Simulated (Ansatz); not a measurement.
# PtS2 in Ansatz: the effect of functional

The system is PtS2.

```
CELL_PARAMETERS angstrom
3.58983 0.00000 0.00000
-1.79491 3.10888 0.00000
0.00000 0.00000 5.10511
ATOMIC_POSITIONS crystal
Pt 0.00000 0.00000 0.00000
S 0.66667 0.33333 0.77300
S 0.33333 0.66667 0.22700
```

The cell isn't the ideal one: volume scaled by 1.04.

Alike in all runs:

| Quantity | Value |
| --- | --- |
| Program | Ansatz 0.2.0 |
| Task | single point |
| Potentials or basis | Ansatz PAW |
| k mesh | 9 × 9 × 5 |
| Occupations | fermi-dirac, width 0.05 eV |
| Spin | no spin polarisation |

```csv
functional,cutoff,gap on the mesh (eV),pressure (GPa),largest force (eV/Å)
PBEsol,420 eV (not typed: the program's choice for these potentials),0.91,0.3,0.38
r2SCAN,500 eV (not typed: the program's choice for these potentials),1.14,2.9,0.64
LDA,420 eV (not typed: the program's choice for these potentials),?,?,?
PBE,420 eV (not typed: the program's choice for these potentials),0.97,5.2,0.68
```

Task: What does the run with functional LDA give?

Result: gap on the mesh 0.86 eV; pressure -2.3 GPa; largest force 0.24 eV/Å.

Caveats: odd divisions of the mesh miss points on the zone boundary, where band edges often lie, so the gap on the mesh can be too wide; spin-orbit coupling is left out, which moves the levels of the heavy elements; the PAW data sets come from PBE, with cores solved anew for the run's functional, which leaves a small shift of forces and pressure (some runs).

A k mesh can miss the band edges.
